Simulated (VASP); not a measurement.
# BAs (F-43m) in VASP: further runs, part 2 of 2

VASP 6.6.1. The steps go on from the part before.

### Step 4. Dielectric tensor, PBE

Contents of INCAR:

```
SYSTEM = BAs
ALGO = Normal ; EDIFF = 1E-8
ENCUT = 520 ; GGA = PE
ISIF = 2 ; ISMEAR = 0
LASPH = .True. ; LCHARG = .False.
LEPSILON = .True. ; LREAL = .False.
LWAVE = .False. ; NELM = 100
PREC = Accurate ; SIGMA = 0.01
```

Contents of KPOINTS:

```
k-points
0
Gamma
  9 9 9
  0 0 0
```

Contents of POSCAR:

```
BAs
1.0
    0.0000000000      2.3885000000      2.3885000000
    2.3885000000      0.0000000000      2.3885000000
    2.3885000000      2.3885000000      0.0000000000
As B
1 1
Direct
    0.7500000000      0.7500000000      0.7500000000
    0.0000000000      0.0000000000      0.0000000000
```

Potentials or basis: VASP PAW PBE potentials, release 64 (As, B).

On the command line:

```bash
$ cat potpaw_PBE.64/As/POTCAR potpaw_PBE.64/B/POTCAR > POTCAR
$ mpirun -np 1 vasp_std > vasp.out
```

OUTCAR:

```text
SYSTEM = BAs
   EDIFF = 1E-8
   ENCUT = 520
   GGA = PE
   ISIF = 2
   ISMEAR = 0
   LASPH = .True.
   LEPSILON = .True.
   LREAL = .False.
   NELM = 100
   PREC = Accurate

 Found     35 irreducible k-points:

 Following reciprocal coordinates:
            Coordinates               Weight
  0.000000  0.000000  0.000000      1.000000
  0.111111  0.000000  0.000000      8.000000
  0.222222  0.000000  0.000000      8.000000
  0.333333  0.000000  0.000000      8.000000
  0.444444  0.000000  0.000000      8.000000
  0.111111  0.111111  0.000000      6.000000
   k-points           NKPTS =     35   k-points in BZ     NKDIM =     35   number of bands    NBANDS=      8
   number of dos      NEDOS =    301   number of ions     NIONS =      2
   total plane-waves  NPLWV =  21952
   dimension x,y,z NGX =    28 NGY =   28 NGZ =   28
   dimension x,y,z NGXF=    56 NGYF=   56 NGZF=   56
   ions per type =               1   1
   NGX,Y,Z   is equivalent  to a cutoff of  13.78, 13.78, 13.78 a.u.
   NGXF,Y,Z  is equivalent  to a cutoff of  27.56, 27.56, 27.56 a.u.
 SYSTEM =  BAs
   PREC   = accura    normal or accurate (medium, high low for compatibility)
   ISTART =      0    job   : 0-new  1-cont  2-samecut
   ICHARG =      2    charge: 1-file 2-atom 10-const
   ISPIN  =      1    spin polarized calculation?
[... 180 lines left out ...]
  free energy    TOTEN  =        -0.73080772 eV

  energy without entropy =       -0.73080772

------------------------ aborting loop because EDIFF is reached ----------------------------------------

 PIEZOELECTRIC TENSOR FIELD DIRECTION 3  (e Angst)
 -----------------------------------------------------------------------------
    -0.00031 -0.15677  0.00000           (  0.00000 -0.10047  0.00000)
    -0.15677 -0.00031  0.00000           ( -0.10047  0.00000  0.00000)
     0.00000  0.00000 -0.00025           (  0.00000  0.00000 -0.00000)

 PIEZOELECTRIC TENSOR FIELD DIRECTION 3  (C/m^2)
 -----------------------------------------------------------------------------
    -0.00018 -0.09217  0.00000
    -0.09217 -0.00018  0.00000
     0.00000  0.00000 -0.00015

 MACROSCOPIC STATIC DIELECTRIC TENSOR (including local field effects in DFT)
 ------------------------------------------------------
           9.980090     0.000000     0.000000
          -0.000000     9.980090     0.000000
          -0.000000    -0.000000     9.980090
 ------------------------------------------------------

 PIEZOELECTRIC TENSOR (including local field effects)  for field in x, y, z        (e  Angst)
          XX          YY          ZZ          XY          YZ          ZX
  --------------------------------------------------------------------------------
  x     0.00000    -0.00000    -0.00000     0.00000    -0.14960     0.00000
  y     0.00000     0.00000    -0.00000     0.00000     0.00000    -0.14960
  z    -0.00000     0.00000     0.00000    -0.14960     0.00000     0.00000

 PIEZOELECTRIC TENSOR (including local field effects)  for field in x, y, z        (C/m^2)
          XX          YY          ZZ          XY          YZ          ZX
  --------------------------------------------------------------------------------
  x     0.00000    -0.00000    -0.00000     0.00000    -0.08795     0.00000
  y     0.00000     0.00000    -0.00000     0.00000     0.00000    -0.08795
  z    -0.00000     0.00000     0.00000    -0.08795     0.00000     0.00000

 BORN EFFECTIVE CHARGES (including local field effects) (in |e|, cummulative output)
 ---------------------------------------------------------------------------------
 ion    1
    1     0.52732     0.00000    -0.00000
    2     0.00000     0.52732     0.00000
    3    -0.00000     0.00000     0.52732
 ion    2
    1    -0.52732     0.00000     0.00000
    2     0.00000    -0.52732    -0.00000
    3     0.00000    -0.00000    -0.52732
```

Wall time 68 s (1 thread of Intel Xeon 6975P-C (Granite Rapids), shared host); peak memory 0.23 GiB.

The run converged, but some of its settings lie outside the range that counts as converged, so its numbers aren't taken as properties of the crystal.

Results:

- Band gap on the k mesh: 1.23 eV, indirect (least direct gap 3.28 eV)
- Electronic dielectric tensor (diagonal): 9.98
- Born charges (mean of the diagonal): As +0.53; B -0.53 e

Caveat: an odd mesh through Γ misses points on the zone boundary, where band edges often lie.

### Step 5. Dielectric tensor, PBE

Changes to INCAR since step 4:

```diff
@@ -2,3 +2,3 @@
 ALGO = Normal ; EDIFF = 1E-8
-ENCUT = 520 ; GGA = PE
+ENCUT = 650 ; GGA = PE
 ISIF = 2 ; ISMEAR = 0
```

KPOINTS is that of step 4.

POSCAR is that of step 4.

Potentials or basis: VASP PAW PBE potentials, release 64 (As, B).

On the command line:

```bash
$ cat potpaw_PBE.64/As/POTCAR potpaw_PBE.64/B/POTCAR > POTCAR
$ mpirun -np 1 vasp_std > vasp.out
```

OUTCAR:

```text
SYSTEM = BAs
   EDIFF = 1E-8
   ENCUT = 650
   GGA = PE
   ISIF = 2
   ISMEAR = 0
   LASPH = .True.
   LEPSILON = .True.
   LREAL = .False.
   NELM = 100
   PREC = Accurate

 Found     35 irreducible k-points:

 Following reciprocal coordinates:
            Coordinates               Weight
  0.000000  0.000000  0.000000      1.000000
  0.111111  0.000000  0.000000      8.000000
  0.222222  0.000000  0.000000      8.000000
  0.333333  0.000000  0.000000      8.000000
  0.444444  0.000000  0.000000      8.000000
  0.111111  0.111111  0.000000      6.000000
   k-points           NKPTS =     35   k-points in BZ     NKDIM =     35   number of bands    NBANDS=      8
   number of dos      NEDOS =    301   number of ions     NIONS =      2
   total plane-waves  NPLWV =  21952
[... 203 lines left out ...]
    -0.00018 -0.09262  0.00000
    -0.09262 -0.00018  0.00000
     0.00000  0.00000 -0.00015

 MACROSCOPIC STATIC DIELECTRIC TENSOR (including local field effects in DFT)
 ------------------------------------------------------
           9.979455     0.000000    -0.000000
          -0.000000     9.979455     0.000000
          -0.000000    -0.000000     9.979455
 ------------------------------------------------------

 PIEZOELECTRIC TENSOR (including local field effects)  for field in x, y, z        (e  Angst)
          XX          YY          ZZ          XY          YZ          ZX
  --------------------------------------------------------------------------------
  x    -0.00000    -0.00000    -0.00000     0.00000    -0.15037     0.00000
  y     0.00000     0.00000     0.00000     0.00000     0.00000    -0.15037
  z     0.00000     0.00000     0.00000    -0.15037     0.00000     0.00000

 PIEZOELECTRIC TENSOR (including local field effects)  for field in x, y, z        (C/m^2)
          XX          YY          ZZ          XY          YZ          ZX
  --------------------------------------------------------------------------------
  x    -0.00000    -0.00000    -0.00000     0.00000    -0.08840     0.00000
  y     0.00000     0.00000     0.00000     0.00000     0.00000    -0.08840
  z     0.00000     0.00000     0.00000    -0.08840     0.00000     0.00000

 BORN EFFECTIVE CHARGES (including local field effects) (in |e|, cummulative output)
 ---------------------------------------------------------------------------------
 ion    1
    1     0.52775    -0.00000     0.00000
    2    -0.00000     0.52775    -0.00000
    3    -0.00000     0.00000     0.52775
 ion    2
    1    -0.52775     0.00000     0.00000
    2     0.00000    -0.52775     0.00000
    3     0.00000    -0.00000    -0.52775
```

stdout:

```text
POSCAR found type information on POSCAR AsB
 POSCAR found :  2 types and       2 ions
 scaLAPACK will be used
 LDA part: xc-table for (Slater+PW92), standard interpolation
 POSCAR, INCAR and KPOINTS ok, starting setup
 FFT: planning ... GRIDC
 FFT: planning ... GRID_SOFT
 FFT: planning ... GRID
 WAVECAR not read
 entering main loop
 Linear response reoptimize wavefunctions to high precision
 Linear response G [H, r] |phi>, progress :
  Direction:   1
 Linear response G [H, r] |phi>, progress :
  Direction:   2
 Linear response G [H, r] |phi>, progress :
  Direction:   3
 Linear response to external field (no local field effect), progress :
  Direction:   1
 dielectric tensor                  component  1 :    12.550     6.395     1.351
 Linear response to external field (no local field effect), progress :
  Direction:   2
 dielectric tensor                  component  2 :     6.397    12.689    -1.658
 Linear response to external field (no local field effect), progress :
  Direction:   3
 dielectric tensor                  component  3 :     1.349    -1.658     5.586
 Linear response to external field, progress :
  Direction:   1
 dielectric tensor                  component  1 :     9.979     2.690     1.541
 Linear response to external field, progress :
  Direction:   2
 dielectric tensor                  component  2 :     2.530     9.979     1.315
 Linear response to external field, progress :
  Direction:   3
 dielectric tensor                  component  3 :     1.961     2.271     9.979
 Born effective charges drift removed
```

It took 71 s on 1 thread of Intel Xeon 6975P-C (Granite Rapids), shared host; peak memory 0.25 GiB.

These settings aren't checked as converged: the numbers below hold their error.

Results:

```yaml
Band_gap_on_the_k_mesh: 1.23 eV, indirect (least direct gap 3.28 eV)
Electronic_dielectric_tensor_diagonal: 9.98
Born_charges_mean_of_the_diagonal: As +0.53; B -0.53 e
```

Caveat: an odd mesh through Γ misses points on the zone boundary, where band edges often lie.

### Step 6. Dielectric tensor, PBE

Changes to INCAR since step 5:

```diff
@@ -2,3 +2,3 @@
 ALGO = Normal ; EDIFF = 1E-8
-ENCUT = 650 ; GGA = PE
+ENCUT = 520 ; GGA = PE
 ISIF = 2 ; ISMEAR = 0
```

Contents of KPOINTS:

```
k-points
0
Gamma
  11 11 11
  0 0 0
```

POSCAR is that of step 5.

Potentials or basis: VASP PAW PBE potentials, release 64 (As, B).

On the command line:

```bash
$ cat potpaw_PBE.64/As/POTCAR potpaw_PBE.64/B/POTCAR > POTCAR
$ mpirun -np 1 vasp_std > vasp.out
```

OUTCAR:

```text
SYSTEM = BAs
   EDIFF = 1E-8
   ENCUT = 520
   GGA = PE
   ISIF = 2
   ISMEAR = 0
   LASPH = .True.
   LEPSILON = .True.
   LREAL = .False.
   NELM = 100
   PREC = Accurate

 Found     56 irreducible k-points:

 Following reciprocal coordinates:
            Coordinates               Weight
  0.000000  0.000000  0.000000      1.000000
  0.090909  0.000000  0.000000      8.000000
  0.181818  0.000000  0.000000      8.000000
  0.272727  0.000000  0.000000      8.000000
  0.363636  0.000000  0.000000      8.000000
  0.454545  0.000000  0.000000      8.000000
   k-points           NKPTS =     56   k-points in BZ     NKDIM =     56   number of bands    NBANDS=      8
   number of dos      NEDOS =    301   number of ions     NIONS =      2
   total plane-waves  NPLWV =  21952
   dimension x,y,z NGX =    28 NGY =   28 NGZ =   28
   dimension x,y,z NGXF=    56 NGYF=   56 NGZF=   56
   ions per type =               1   1
   NGX,Y,Z   is equivalent  to a cutoff of  13.78, 13.78, 13.78 a.u.
   NGXF,Y,Z  is equivalent  to a cutoff of  27.56, 27.56, 27.56 a.u.
 SYSTEM =  BAs
   PREC   = accura    normal or accurate (medium, high low for compatibility)
   ISTART =      0    job   : 0-new  1-cont  2-samecut
   ICHARG =      2    charge: 1-file 2-atom 10-const
   ISPIN  =      1    spin polarized calculation?
[... 180 lines left out ...]
  free energy    TOTEN  =        -0.71821545 eV

  energy without entropy =       -0.71821545

------------------------ aborting loop because EDIFF is reached ----------------------------------------

 PIEZOELECTRIC TENSOR FIELD DIRECTION 3  (e Angst)
 -----------------------------------------------------------------------------
    -0.00046 -0.16159  0.00000           ( -0.00000 -0.09890  0.00000)
    -0.16159 -0.00046  0.00000           ( -0.09890 -0.00000  0.00000)
     0.00000  0.00000 -0.00000           (  0.00000  0.00000 -0.00000)

 PIEZOELECTRIC TENSOR FIELD DIRECTION 3  (C/m^2)
 -----------------------------------------------------------------------------
    -0.00027 -0.09500  0.00000
    -0.09500 -0.00027  0.00000
     0.00000  0.00000 -0.00000

 MACROSCOPIC STATIC DIELECTRIC TENSOR (including local field effects in DFT)
 ------------------------------------------------------
           9.819682    -0.000000    -0.000000
           0.000000     9.819682    -0.000000
           0.000000     0.000000     9.819682
 ------------------------------------------------------

 PIEZOELECTRIC TENSOR (including local field effects)  for field in x, y, z        (e  Angst)
          XX          YY          ZZ          XY          YZ          ZX
  --------------------------------------------------------------------------------
  x    -0.00000     0.00000    -0.00000     0.00000    -0.15614     0.00000
  y    -0.00000     0.00000     0.00000     0.00000     0.00000    -0.15614
  z     0.00000     0.00000    -0.00000    -0.15614     0.00000     0.00000

 PIEZOELECTRIC TENSOR (including local field effects)  for field in x, y, z        (C/m^2)
          XX          YY          ZZ          XY          YZ          ZX
  --------------------------------------------------------------------------------
  x    -0.00000     0.00000    -0.00000     0.00000    -0.09180     0.00000
  y    -0.00000     0.00000     0.00000     0.00000     0.00000    -0.09180
  z     0.00000     0.00000    -0.00000    -0.09180     0.00000     0.00000

 BORN EFFECTIVE CHARGES (including local field effects) (in |e|, cummulative output)
 ---------------------------------------------------------------------------------
 ion    1
    1     0.52995    -0.00000     0.00000
    2    -0.00000     0.52995     0.00000
    3    -0.00000    -0.00000     0.52995
 ion    2
    1    -0.52995     0.00000    -0.00000
    2     0.00000    -0.52995    -0.00000
    3     0.00000     0.00000    -0.52995
```

stdout:

```text
POSCAR found type information on POSCAR AsB
 POSCAR found :  2 types and       2 ions
 scaLAPACK will be used
 LDA part: xc-table for (Slater+PW92), standard interpolation
 POSCAR, INCAR and KPOINTS ok, starting setup
 FFT: planning ... GRIDC
 FFT: planning ... GRID_SOFT
 FFT: planning ... GRID
 WAVECAR not read
 entering main loop
 Linear response reoptimize wavefunctions to high precision
 Linear response G [H, r] |phi>, progress :
  Direction:   1
 Linear response G [H, r] |phi>, progress :
  Direction:   2
 Linear response G [H, r] |phi>, progress :
  Direction:   3
 Linear response to external field (no local field effect), progress :
  Direction:   1
 dielectric tensor                  component  1 :    12.323     6.220     1.301
 Linear response to external field (no local field effect), progress :
  Direction:   2
 dielectric tensor                  component  2 :     6.221    12.511    -1.707
 Linear response to external field (no local field effect), progress :
  Direction:   3
 dielectric tensor                  component  3 :     1.297    -1.707     5.510
 Linear response to external field, progress :
  Direction:   1
 dielectric tensor                  component  1 :     9.820     2.383     1.472
 Linear response to external field, progress :
  Direction:   2
 dielectric tensor                  component  2 :     2.068     9.820     1.346
 Linear response to external field, progress :
  Direction:   3
 dielectric tensor                  component  3 :     1.670     2.185     9.820
 Born effective charges drift removed
```

Wall time 1.7 min (1 thread of Intel Xeon 6975P-C (Granite Rapids), shared host); peak memory 0.27 GiB.

The run converged, but some of its settings lie outside the range that counts as converged, so its numbers aren't taken as properties of the crystal.

What came out:

- Band gap on the k mesh: 1.21 eV, indirect (least direct gap 3.28 eV)
- Electronic dielectric tensor (diagonal): 9.82
- Born charges (mean of the diagonal): As +0.53; B -0.53 e

Caveat: an odd mesh through Γ misses points on the zone boundary, where band edges often lie.
